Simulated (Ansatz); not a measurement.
TiO: what the smearing entropy tells about the Fermi level

Method: DFT PBEsol, scalar-relativistic, plane waves, PAW (Ansatz).

```xyz
4
Lattice="2.8516 0.0000 0.0000 -1.4258 2.4696 0.0000 0.0000 0.0000 5.5675" Properties=species:S:1:pos:R:3 pbc="T T T"
Ti    0.0000    1.6464    1.3919
Ti    1.4258    0.8232    4.1756
O     0.0000    0.0000    0.0000
O     0.0000    0.0000    2.7838
```

```
plane-wave cutoff : 420 eV
Γ-centred k-mesh  : 18×18×8
spin treatment    : unpolarised
```

The same metal under several smearings of width σ, on one mesh. F is the free energy, TS the smearing's entropy term for the cell of 4 atoms, and E = F + TS. Gaussian occupations are ½ erfc[(ε − μ)/σ], and N counts both spins.

```tsv
rule	σ (eV)	F − F(narrowest) (meV/atom)	TS (meV/cell)
Fermi–Dirac	0.02	-0.129	1.004
Fermi–Dirac	0.05	-0.775	6.040
Fermi–Dirac	0.1	-3.058	25.672
Fermi–Dirac	0.3	-48.075	523.040
Gaussian	0.01	0.000	0.048
Gaussian	0.02	-0.018	0.186
Gaussian	0.1	-0.459	3.594
Gaussian	0.2	-1.753	13.648
```

Q: For a density of states N (both spins) that is flat over the smeared range, TS = Nσ²/2 (Gaussian) and (π²/3)Nσ² (Fermi–Dirac). What N does each run give?

A:
```
       rule  σ (eV) N (states/eV a cell)
Fermi–Dirac    0.02                  0.76
Fermi–Dirac    0.05                  0.73
Fermi–Dirac     0.1                  0.78
Fermi–Dirac     0.3                  1.77
   Gaussian    0.01                  0.95
   Gaussian    0.02                  0.93
   Gaussian     0.1                  0.72
   Gaussian     0.2                  0.68
```

Equal entropy needs σ_Gauss = π√(2/3) σ_FD = 2.57 σ_FD, so a Fermi–Dirac width acts like a Gaussian one 2.57 times as large. At moderate widths N lies between 0.68 and 0.78. The drift shows structure in the density of states within the smeared window (a rise with width points to a dip at the Fermi level, a fall to a peak or a steep flank), or a mesh too coarse for the narrower widths. At the narrowest widths only the few mesh levels within σ of μ count, so N can scatter there.

Q: To second order F = E0 − TS/2 and E = E0 + TS/2. How well does E0 = (E + F)/2 undo the smearing?

A:
```tsv
rule	σ (eV)	F − E0(narrowest) (meV/atom)	(E + F)/2 − E0(narrowest) (meV/atom)
Fermi–Dirac	0.02	-0.13	-0.01
Fermi–Dirac	0.05	-0.78	-0.03
Fermi–Dirac	0.1	-3.06	0.15
Fermi–Dirac	0.3	-48.08	17.30
Gaussian	0.01	-0.01	0.00
Gaussian	0.02	-0.02	0.00
Gaussian	0.1	-0.46	-0.02
Gaussian	0.2	-1.76	-0.05
```

At Fermi–Dirac 0.1 eV the free energy is off by -3.06 meV/atom and the mean by 0.15. What remains is of order σ⁴ plus the mesh error of the narrowest run, which is no exact reference. Forces and stress are derivatives of F, not of E0, so they keep the σ² error.

This form isn't the usual stable structure of the compound.